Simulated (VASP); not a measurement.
## Ge and the effect of the strain (εxx = s, εyy = s)

```
Ge
1.0
     5.24058    0.00000    0.00000
     0.00000    5.24058    0.00000
     0.00000    0.00000    2.65536
Ge
3
Cartesian
  0.0000 0.0000 0.0000
  0.0000 2.6203 0.0000
  2.6203 0.0000 0.0000
```

This isn't the form of Ge at room conditions, which is diamond.

Kept alike: task relaxation of the atoms; functional PBE; k mesh 5 × 5 × 10; occupations fermi-dirac, width 0.05 eV; no spin polarisation. Program: VASP, PBE PAW files Ge_d, 520 eV. The mesh is that of the run's cell of 3 atoms. No spin-orbit coupling.

```csv
s,free energy over the lowest row (meV/atom)
-0.04,37.12
-0.02,7.64
-0.01,1.42
0,0.00
0.01,?
0.02,7.48
0.04,23.47
```

The cell shown is the unstrained one; x, y and z are its Cartesian axes. For a metal such a mesh leaves the last digits unconverged.

Q: Fit the rows shown and predict the run at 0.01.

A: A least-squares cubic through the rows shown is free energy = -139598 s³ + 18956.3 s² + 52.69 s - 0.034 (largest miss 0.054); at s = 0.01 it gives 2.25 meV/atom. The run gave: free energy over the lowest row 2.51 meV/atom.
